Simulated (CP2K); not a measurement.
## Pt under changes of volume

One of the cells (15.904 Å³/atom); the others are scaled copies at fixed shape and fractional positions:

```
CELL_PARAMETERS angstrom
2.74395 0.00000 0.00000
-0.91465 2.58702 0.00000
-0.91465 -1.29351 2.24043
ATOMIC_POSITIONS crystal
Pt 0.00000 0.00000 0.00000
```

This isn't the form of Pt at room conditions, which is fcc.

```yaml
Program: CP2K 2026.2
Functional: PBEsol
Potentials_or_basis: POTENTIAL_UZH Pt GTH-PBE-q18; TZVP-MOLOPT-PBE-GTH basis
Density_cutoff: 6123 eV
k_mesh: 12 × 12 × 12
Occupations: fermi-dirac, width 0.01 eV
Spin: no spin polarisation
```

| volume (Å³/atom) | energy over the lowest point (meV/atom) | pressure (GPa) |
| --- | --- | --- |
| 14.950 | 4.58 | 5.4 |
| 15.268 | 0.00 | -0.7 |
| 15.586 | 6.89 | -6.1 |
| 15.904 | ? | ? |
| 16.222 | 49.87 | -15.1 |
| 16.540 | 83.55 | -18.7 |
| 16.858 | 123.98 | -21.9 |

**Question.** What does the run at 15.904 Å³/atom give?

**Answer.** Energy over the lowest point 23.95 meV/atom; pressure -10.9 GPa.

Worked out: A Birch-Murnaghan fit of order 3 (a polynomial in V^(-2/3)) to the other rows has its minimum at 15.23 Å³/atom with B0 = V·E''(V) = 283 GPa and B' = 5.3. It gives 23.96 meV/atom at 15.904 Å³/atom, against the run's 23.95, and -dE/dV = -10.9 GPa, against -10.9.

Energies are extrapolated to zero smearing.

Caveats: the potentials were made for another functional, which shifts forces and pressure; the basis of atomic orbitals isn't converged, which shifts pressures, moduli and gaps.
